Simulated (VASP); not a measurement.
# Ca8HF17 in VASP: a series of runs

One slab, Ca8HF17, is run at these levels: LDA; tasks: single point.

Program: VASP 6.6.1. These are calculated values, not measurements. Logs are shortened: lines on timing, memory, paths and dates and some standing lists are left out, and cuts for length are marked.

### Step 1. Starting point

The cell holds a slab with vacuum, 26 atoms: a = 7.564 Å, b = 5.348 Å, c = 16.673 Å, α = 90.00°, β = 90.00°, γ = 90.00°.

### Step 2. Single point, LDA

INCAR

```
PREC     = Accurate       # precision mode
ENCUT    = 520            # plane-wave cutoff, eV
EDIFF    = 1E-6           # SCF threshold, eV
ISMEAR   = -1             # smearing method
SIGMA    = 0.05           # smearing width, eV
LREAL    = Auto         
LASPH    = True           # aspherical terms in the spheres
NELM     = 80             # most SCF steps
ALGO     = Fast           # electronic algorithm
ISIF     = 2              # what is computed and relaxed
LWAVE    = False          # write WAVECAR
LCHARG   = False          # write CHGCAR
NBANDS   = 119            # bands
```

KPOINTS

```
Automatic mesh
0
Gamma
  2 2 1
```

POSCAR

```
Ca8HF17
1.0
    7.5639210000      0.0000000000      0.0000000000
    0.0000000000      5.3485000000      0.0000000000
    0.0000000000      0.0000000000     16.6729410000
Ca F H
8 17 1
Direct
    0.0000000000      0.0000000000      0.0599774200
    0.7492078495      0.4995254528      0.1673186616
    0.2499652428      0.4997722340      0.1654554600
    0.5000000200      0.0000000000      0.0599774200
    0.4988664277      0.0110376207      0.2849025533
    0.2461825128      0.4961069625      0.3833321180
    0.7769052643      0.4798003054      0.3904398644
    0.0020483964     -0.0084626002      0.2855539779
    0.2500000100      0.2500000000      0.0599774200
    0.0007083904      0.2462482848      0.1684790769
   -0.0041941146      0.7507451123      0.1712789897
    0.2500000100      0.7500000000      0.0599774200
    0.5028940746      0.7574841766      0.1693446695
    0.7500000200      0.7500000000      0.0599774200
    0.7500000200      0.2500000000      0.0599774200
    0.5004343709      0.2508120859      0.1700388947
    0.7592123369      0.2387005675      0.2799714454
    0.5079565806      0.3142124078      0.3851607993
    0.4283424410      0.8215682483      0.4096678834
    0.7352719818      0.7437205869      0.2891180284
   -0.3358415104      0.7186994213      0.4877945697
    0.2568106294      0.7465267466      0.2774456859
    0.2469411464      0.2432979297      0.2784978310
    0.0129445981      0.2438963230      0.3968325370
    0.0088783995      0.7296385393      0.3899722073
   -0.4507984709      0.7805507302      0.4557464037
```

Potentials or basis: VASP PAW LDA potentials, release 64 (Ca_sv, F, H).

Launch:

```
cat potpaw_LDA.64/Ca_sv/POTCAR potpaw_LDA.64/F/POTCAR potpaw_LDA.64/H/POTCAR > POTCAR
mpirun -np 1 vasp_std > vasp.out
```

OUTCAR:

```text
PREC = Accurate
   ENCUT = 520
   EDIFF = 1E-6
   ISMEAR = -1
   LREAL = Auto
   LASPH = True
   NELM = 80
   ISIF = 2

 ion  position               nearest neighbor table
   1  0.000  0.000  0.060-  10 2.24  11 2.29  14 2.32  15 2.32   9 2.32  12 2.32
   2  0.749  0.500  0.167-  15 2.23  14 2.24  11 2.30  16 2.30  13 2.32  10 2.34  17 2.34  20 2.42

   3  0.250  0.500  0.165-   9 2.21  12 2.21  22 2.29  16 2.32  10 2.32  23 2.33  11 2.35  13 2.36

   4  0.500  0.000  0.060-  13 2.24  16 2.27  15 2.32  14 2.32   9 2.32  12 2.32
   5  0.499  0.011  0.285-  23 2.28  20 2.29  16 2.30  17 2.32  22 2.32  18 2.33  13 2.36  19 2.37
[... 5 lines left out ...]
   9  0.250  0.250  0.060-   3 2.21   1 2.32   4 2.32
  10  0.001  0.246  0.168-   1 2.24   3 2.32   2 2.34   8 2.38
  11  0.996  0.751  0.171-   1 2.29   2 2.30   8 2.30   3 2.35
  12  0.250  0.750  0.060-   3 2.21   1 2.32   4 2.32
  13  0.503  0.757  0.169-   4 2.24   2 2.32   5 2.36   3 2.36
  14  0.750  0.750  0.060-   2 2.24   1 2.32   4 2.32
  15  0.750  0.250  0.060-   2 2.23   1 2.32   4 2.32
  16  0.500  0.251  0.170-   4 2.27   2 2.30   5 2.30   3 2.32
  17  0.759  0.239  0.280-   7 2.25   8 2.26   5 2.32   2 2.34
  18  0.508  0.314  0.385-   6 2.21   7 2.22   5 2.33
  19  0.428  0.822  0.410-  26 1.21   6 2.26   5 2.37
  20  0.735  0.744  0.289-   7 2.22   5 2.29   8 2.41   2 2.42
  21  0.664  0.719  0.488-  26 1.07   7 2.23
  22  0.257  0.747  0.277-   6 2.22   3 2.29   5 2.32   8 2.33
  23  0.247  0.243  0.278-   6 2.21   5 2.28   8 2.29   3 2.33
  24  0.013  0.244  0.397-   7 2.19   6 2.23   8 2.30
  25  0.009  0.730  0.390-   6 2.19   7 2.21   8 2.24
  26  0.549  0.781  0.456-  21 1.07  19 1.21

  LATTYP: Found a simple orthorhombic cell.
 ALAT       =     5.3485000000
 B/A-ratio  =     1.4142135178
 C/A-ratio  =     3.1173115827

  Lattice vectors:

 A1 = (   0.0000000000,  -5.3485000000,   0.0000000000)
 A2 = (   7.5639210000,   0.0000000000,   0.0000000000)
 A3 = (   0.0000000000,   0.0000000000,  16.6729410000)

Analysis of symmetry for initial positions (statically):
=====================================================================
 Subroutine PRICEL returns:
 Original cell was already a primitive cell.

 Routine SETGRP: Setting up the symmetry group for a
 simple orthorhombic supercell.

 Subroutine GETGRP returns: Found  1 space group operations
 (whereof  1 operations were pure point group operations)
 out of a pool of  8 trial point group operations.

The static configuration has the point symmetry C_1 .

[... 144 lines left out ...]
   NFREE  =      0    steps in history (QN), initial steepest desc. (CG)
   ISIF   =      2    stress and relaxation
   ISYM   =      2    0-nonsym 1-usesym 2-fastsym
   POTIM  = 0.5000    time-step for ionic-motion
   TEBEG  =    0.0;   TEEND  =   0.0 temperature during run
   PSTRESS=    0.0 pullay stress
   NELECT =     200.0000    total number of electrons
   NUPDOWN=      -1.0000    fix difference up-down
   EMIN   =  10.00;   EMAX   =-10.00  energy-range for DOS
   EFERMI =   0.00;   METHOD = LEGACY
   ISMEAR =    -1;   SIGMA  =   0.05  broadening in eV -4-tet -1-fermi 0-gaus
   EFERMI_NEDOS =   21; number of points for ismear=-14 and -15
   IALGO  =     68    algorithm
   IMIX   =      4    mixing-type and parameters
     AMIX     =   0.40;   BMIX     =  1.00
     AMIX_MAG =   1.60;   BMIX_MAG =  1.00
  volume/ion in A,a.u.               =      25.94       175.07
  Fermi-wavevector in a.u.,A,eV,Ry     =   1.091661  2.062940 16.214383  1.191724
  Thomas-Fermi vector in A             =   2.227911
   LORBIT       =      0    0 simple, 1 ext, 2 COOP (PROOUT), +10 PAW based schemes
   GGA     = CA    functional components
   LHFCALC =     F    Hartree Fock is set to
   AEXX    =    0.0000 exact exchange contribution
   IVDW    =     0    specifies the selected vdW correction
   LEPSILON=     F    determine dielectric tensor
   LRPA    =     F    only Hartree local field effects (RPA)
 non-spin polarized calculation
 RMM-DIIS sequential band-by-band and
  energy-cutoff  :      520.00
  volume of cell :      674.51
 maximum number of plane-waves:     18212
   NGX = 29   NGY = 19   NGZ = 63

 number of electron     199.9999933 magnetization

 Free energy of the ion-electron system (eV)
  ---------------------------------------------------
  ext. energy  EPLUGINS =         0.00000000
  ---------------------------------------------------
  free energy    TOTEN  =      -157.21147910 eV

  energy without entropy =     -157.21147910  energy(sigma->0) =     -157.21147910

 E-fermi :  -2.8465     XC(G=0):  -5.7028

 val. band max:       -4.1643989733   @ k =   0.0000   0.0000   0.0000
 cond. band min:       1.5206768012   @ k =   0.0000   0.0000   0.0000
 fundamental gap:      5.6850757745
 Fermi energy:        -2.8465209488

 k-point     1 :       0.0000    0.0000    0.0000
  band No.  band energies     occupation
      1     -40.5243      2.00000
      2     -40.5054      2.00000
      3     -39.8676      2.00000
      4     -39.7840      2.00000
      5     -39.7384      2.00000
      6     -39.6147      2.00000
[... 449 lines left out ...]
    111       4.2847      0.00000
    112       4.4142      0.00000
 [bands above 112 left out]

------------------------ aborting loop because EDIFF is reached ----------------------------------------

  FORCE on cell =-STRESS in cart. coord.  units (eV):
  Direction    XX          YY          ZZ          XY          YZ          ZX
  --------------------------------------------------------------------------------------
  -------------------------------------------------------------------------------------
  Total       -4.9989492      0.0648790      0.7837251     -0.7646254      0.0034660      0.1345176
  in kB      -11.8740291      0.1541074      1.8615863     -1.8162185      0.0082328      0.3195204
  external PRESSURE =      -3.2861118 kB  Pullay stress =       0.0000000 kB

 VOLUME and BASIS-vectors are now :
 -----------------------------------------------------------------------------
  energy-cutoff  :      520.00
  volume of cell :      674.51
      direct lattice vectors                 reciprocal lattice vectors
     7.563921000  0.000000000  0.000000000     0.132206563  0.000000000  0.000000000
     0.000000000  5.348500000  0.000000000     0.000000000  0.186968309  0.000000000
     0.000000000  0.000000000 16.672941000     0.000000000  0.000000000  0.059977421

 POSITION                                       TOTAL-FORCE (eV/Angst)
 -----------------------------------------------------------------------------------
      0.00000      0.00000      1.00000        -0.065466     -0.000738      1.030396
      5.66695      2.67171      2.78969        -0.003408      0.005652      0.026895
      1.89072      2.67303      2.75863         0.004229      0.001694      0.019922
      3.78196      0.00000      1.00000         0.062070      0.020546      0.991347
      3.77339      0.05903      4.75016        -0.002641     -0.018064      0.009216
      1.86211      2.65343      6.39127         0.017502     -0.013678      0.070942
[... 18 lines left out ...]
      0.06716      3.90247      6.50198        -0.004733      0.041347      0.030722
      4.15412      4.17478      7.59863        -0.092600      0.047748     -0.022635
 -----------------------------------------------------------------------------------
    total drift:                               -0.002936     -0.001325     -0.009399

  FREE ENERGIE OF THE ION-ELECTRON SYSTEM (eV)
  ---------------------------------------------------
  free  energy   TOTEN  =      -157.2114791034 eV

  energy  without entropy=     -157.2114791034  energy(sigma->0) =     -157.21147910
```

OSZICAR:

```text
N       E                     dE             d eps       ncg     rms          rms(c)
DAV:   1     0.242279199991E+04    0.24228E+04   -0.10253E+05   976   0.155E+03
DAV:   2     0.785069143316E+02   -0.23443E+04   -0.23079E+04  1204   0.458E+02
DAV:   3    -0.158410638594E+03   -0.23692E+03   -0.23626E+03  1129   0.153E+02
[... 20 lines left out ...]
RMM:  24    -0.157211472677E+03   -0.28620E-05   -0.27045E-05  1576   0.116E-02    0.943E-04
RMM:  25    -0.157211475709E+03   -0.30314E-05   -0.17182E-05  1414   0.906E-03    0.964E-04
RMM:  26    -0.157211476787E+03   -0.10785E-05   -0.94251E-06  1212   0.716E-03    0.505E-04
RMM:  27    -0.157211478479E+03   -0.16920E-05   -0.67158E-06  1120   0.603E-03    0.604E-04
RMM:  28    -0.157211479103E+03   -0.62417E-06   -0.50307E-06  1033   0.510E-03
   1 F= -.15721148E+03 E0= -.15721148E+03  d E =-.504348E-11
```

Run time: 8.2 min. Hardware: 1 thread of Intel Xeon 6975P-C (Granite Rapids), shared host; peak memory 0.56 GiB.

What came out:

```yaml
Free_energy: -157.2115 eV
Largest_force: 1.032 eV/Å
Band_gap_on_the_k_mesh: 5.69 eV, direct
```

Forces in eV/Å, atoms in the order of the input:
```
Ca  -0.065 -0.001  1.030
Ca  -0.003  0.006  0.027
Ca   0.004  0.002  0.020
Ca   0.062  0.021  0.991
Ca  -0.003 -0.018  0.009
Ca   0.018 -0.014  0.071
Ca  -0.018 -0.016  0.065
Ca   0.004 -0.001 -0.014
F    0.046 -0.716 -0.656
F    0.000  0.006  0.022
F    0.006 -0.005  0.011
F   -0.047  0.695 -0.568
F    0.001 -0.003  0.007
F    0.033  0.639 -0.567
F   -0.032 -0.643 -0.540
F    0.002  0.003  0.011
F   -0.005  0.004 -0.020
F    0.007 -0.022  0.033
F   -0.032  0.040 -0.025
F    0.013  0.006 -0.016
F    0.129 -0.039  0.109
F   -0.014  0.008 -0.016
F   -0.016 -0.004 -0.021
F    0.008 -0.038  0.028
F   -0.005  0.041  0.031
H   -0.093  0.048 -0.023
```

Caveat: the k mesh is coarse (spacing up to 0.59 Å⁻¹), so the values aren't converged.

### Step 3. Single point, LDA

INCAR

```
PREC = Accurate
ENCUT = 520
EDIFF = 1E-6
ISMEAR = -1
SIGMA = 0.05
LREAL = Auto
LASPH = T
NELM = 60
ALGO = Fast
ISIF = 2
LWAVE = F
LCHARG = T
LELF = T
LVHAR = T
NBANDS = 119
```

KPOINTS is that of step 2.

POSCAR

```
Ca8HF17
1.0
    7.5639210000      0.0000000000      0.0000000000
    0.0000000000      5.3485000000      0.0000000000
    0.0000000000      0.0000000000     16.6729410000
Ca F H
8 17 1
Direct
    0.0000000000      0.0000000000      0.0599774000
    0.7499794135      0.4997271016      0.1654322466
    0.2491620754      0.4996586411      0.1673172745
    0.5000000000      0.0000000000      0.0599774000
    0.5020369260     -0.0083072304      0.2855155816
    0.2769329361      0.4799014154      0.3905200482
    0.7464537527      0.4961580282      0.3832399844
   -0.0011167870      0.0108564742      0.2849234320
    0.2500000000      0.2500000000      0.0599774000
    0.0005288539      0.2508387007      0.1700466833
    0.0029589524      0.7574642263      0.1692656597
    0.2500000000      0.7500000000      0.0599774000
    0.4957796304      0.7508770350      0.1713081912
    0.7500000000      0.7500000000      0.0599774000
    0.7500000000      0.2500000000      0.0599774000
    0.5006804863      0.2463503878      0.1685034712
    0.7469726608      0.2434332952      0.2784350851
    0.5130163028      0.2442285545      0.3967417300
    0.5090319389      0.7299455808      0.3900359221
    0.7565039415      0.7465740642      0.2773966187
   -0.0704809530      0.8206775181      0.4095170856
    0.2355806898      0.7438977153      0.2891535927
    0.2591573780      0.2390975270      0.2800347145
    0.0080885992      0.3133277245      0.3854633612
    0.1641517123      0.7163310215      0.4883251053
    0.0496799036      0.7784676694      0.4560095607
```

Potentials or basis: VASP PAW LDA potentials, release 64 (Ca_sv, F, H).

Launch:

```
cat potpaw_LDA.64/Ca_sv/POTCAR potpaw_LDA.64/F/POTCAR potpaw_LDA.64/H/POTCAR > POTCAR
mpirun -np 1 vasp_std > vasp.out
```

Wall time 12 min (1 thread of Intel Xeon 6975P-C (Granite Rapids), shared host); peak memory 0.54 GiB.

It converged, with:

```
Free energy            : -157.2117 eV
Largest force          : 1.036 eV/Å
Band gap on the k mesh : 5.69 eV, direct
```

Forces in eV/Å, atoms in the order of the input:
```
Ca   0.064  0.023  0.988
Ca   0.001  0.004  0.018
Ca   0.004  0.001  0.029
Ca  -0.067  0.000  1.034
Ca  -0.003  0.000 -0.007
Ca  -0.008 -0.021  0.054
Ca   0.007 -0.014  0.079
Ca   0.005 -0.011  0.009
F   -0.032 -0.642 -0.540
F   -0.003  0.001  0.011
F   -0.004 -0.003  0.019
F    0.035  0.640 -0.570
F    0.006 -0.008  0.003
F   -0.048  0.696 -0.569
F    0.046 -0.717 -0.656
F    0.000  0.006  0.019
F   -0.006 -0.009 -0.018
F    0.012 -0.042  0.029
F   -0.002  0.037  0.033
F    0.003  0.013 -0.014
F   -0.027  0.027 -0.020
F    0.004  0.007 -0.019
F   -0.008 -0.002 -0.023
F   -0.001 -0.017  0.023
F    0.111 -0.029  0.109
H   -0.090  0.061 -0.021
```

Levels at points of the mesh, in eV from the valence-band top:
| k point | band 97 | band 98 | band 99 | band 100 | band 101 | band 102 | band 103 | band 104 |
| --- | --- | --- | --- | --- | --- | --- | --- | --- |
| (0.00, 0.00, 0.00) | -0.53 | -0.19 | -0.12 | 0.00 | 5.69 | 6.50 | 7.35 | 7.47 |
| (0.50, 0.00, 0.00) | -0.53 | -0.19 | -0.10 | -0.01 | 6.29 | 6.31 | 7.05 | 7.29 |
| (0.00, 0.50, 0.00) | -0.69 | -0.62 | -0.57 | -0.52 | 6.50 | 7.29 | 7.47 | 7.71 |
| (0.50, 0.50, 0.00) | -0.67 | -0.64 | -0.56 | -0.55 | 6.97 | 6.98 | 7.57 | 7.58 |

Caveat: the k mesh is coarse (spacing up to 0.59 Å⁻¹), so the values aren't converged.
